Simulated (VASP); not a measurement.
**GaAs: relaxation of cell and atoms with r2SCAN**

GaAs:

```
CELL_PARAMETERS angstrom
0.00000 2.82685 2.82685
2.82685 0.00000 2.82685
2.82685 2.82685 0.00000
ATOMIC_POSITIONS crystal
Ga 0.00000 0.00000 0.00000
As 0.25000 0.25000 0.25000
```

```yaml
Program: VASP 6.6.1
Task: relaxation of cell and atoms
Functional: r2SCAN
Potentials_or_basis: VASP PAW PBE potentials, release 64 (Ga_d, As)
Cutoff: 600 eV
k_mesh: 10 × 10 × 10
Occupations: gaussian, width 0.03 eV
Spin: no spin polarisation
Further_INCAR_settings: ALGO = Normal; EDIFF = 1e-06; IBRION = 2; EDIFFG = -0.01; NSW = 90; ISIF = 3
```

```
Relaxed volume                         : 22.78 Å³/atom
Relaxed cell                           : a = 4.009 Å, b = 4.009 Å, c = 4.009 Å, α = 60.00°, β = 60.00°, γ = 60.00°
Space group after relaxing (to 0.05 Å) : F-43m (No. 216)
Energy gained by relaxing              : 0.3 meV/atom
Ionic steps                            : 5
Pressure after relaxing                : 0.0 GPa
Band gap on the k mesh                 : 0.93 eV, direct
```

Step by step:
```csv
step,energy change (eV),largest force (eV/Å),pressure (GPa),volume (Å³)
1,0.0000,0.0000,0.59,45.18
2,-0.0004,0.0000,-0.30,45.72
3,-0.0006,0.0000,0.14,45.52
4,-0.0006,0.0000,-0.09,45.58
5,-0.0006,0.0000,-0.05,45.56
```

Final structure:
```cif
data_structure
_symmetry_space_group_name_H-M 'P 1'
_symmetry_Int_Tables_number 1
_cell_length_a 4.0089
_cell_length_b 4.0089
_cell_length_c 4.0089
_cell_angle_alpha 60.000
_cell_angle_beta 60.000
_cell_angle_gamma 60.000
_cell_volume 45.56
loop_
_atom_site_label
_atom_site_type_symbol
_atom_site_fract_x
_atom_site_fract_y
_atom_site_fract_z
_atom_site_occupancy
Ga1 Ga 0.00000 0.00000 0.00000 1
As1 As 0.25000 0.25000 0.25000 1
```

Levels at points of the mesh, in eV from the valence-band top:
| k point | band 7 | band 8 | band 9 | band 10 | band 11 | band 12 |
| --- | --- | --- | --- | --- | --- | --- |
| (0.00, 0.00, 0.00) | 0.00 | 0.00 | 0.00 | 0.93 | 4.04 | 4.04 |
| (0.50, 0.00, 0.00) | -6.77 | -1.17 | -1.17 | 1.34 | 4.99 | 4.99 |
| (0.50, 0.50, 0.00) | -6.95 | -2.75 | -2.75 | 1.77 | 1.95 | 10.79 |

Wall time 3.2 min on 1 thread of Intel(R) Xeon(R) Platinum 8488C (Sapphire Rapids) (shared host), peak memory 0.22 GiB.

Caveat: the PAW data sets were made with another functional, which shifts forces and pressure a little. r2SCAN opens gaps a little over a GGA but as a rule still falls short of measured ones.
